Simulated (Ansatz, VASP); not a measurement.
# CdSe in VASP and in Ansatz

Contents of INCAR:

```
PREC = Accurate
ENCUT = 520
EDIFF = 1E-7
ISMEAR = -1
SIGMA = 0.05
LREAL = False
LASPH = True
NELM = 60
ALGO = Normal
ISIF = 2
LWAVE = False
LCHARG = False
GGA = PE
NBANDS = 16
```

Contents of KPOINTS:

```
Automatic mesh
0
Gamma
  8 8 8
```

Contents of POSCAR:

```
CdSe
1.0
    0.0000000000      2.8739580000      2.8739580000
    2.8739580000      0.0000000000      2.8739580000
    2.8739580000      2.8739580000      0.0000000000
Cd Se
1 1
Direct
   -0.0135430000      0.0021770000      0.0121660000
    0.4927270000      0.5082720000      0.4844830000
```

File input.yaml:

```yaml
crystal:
  lattice:
    - [0.0, 2.873958, 2.873958]
    - [2.873958, 0.0, 2.873958]
    - [2.873958, 2.873958, 0.0]
  atoms:
    - { symbol: Cd, position: [-0.013543, 0.002177, 0.012166] }
    - { symbol: Se, position: [0.492727, 0.508272, 0.484483] }
hamiltonian:
  xc: pbe
  pseudopotentials: { kind: paw }
kpoints:
  mp_grid: { grid: [8, 8, 8] }
scf:
  occupations: { method: fermi_dirac, width: 0.05 }
output:
  forces: true
  stress: true
  eigenvalues: true
```

Change from the starting cell: atoms moved at random, drawn with an rms of 0.05 Å.

Alike in both runs: task single point; functional PBE; k mesh 8 × 8 × 8; occupations fermi-dirac, width 0.05 eV; no spin polarisation.

|  | VASP | Ansatz |
| --- | --- | --- |
| version | VASP 6.6.1 | Ansatz 0.2.0 |
| potentials or method | VASP PAW PBE potentials, release 64 (Cd, Se) | Ansatz PAW |
| plane-wave cutoff (eV) | 520 | 420 |
| valence electrons in the cell | 18 | 36 |

VASP gave:

| Item | Value |
| --- | --- |
| gap on the k mesh at the Fermi level (eV) | none |
| pressure (GPa) | 0.2 |
| largest component of the traceless stress (GPa) | 0.13 |
| rms of the force components (eV/Å) | 0.060 |

Question: What did Ansatz give for the same quantities?

Answer: gap on the k mesh at the Fermi level (eV): none; pressure (GPa): -0.1; largest component of the traceless stress (GPa): 0.13; rms of the force components (eV/Å): 0.055.

Atom by atom the forces differ by 0.004 eV/Å (rms over components). A gap of «none» marks a metal or a gap that the smearing closes. The two sets of potentials don't hold the same shells in valence.
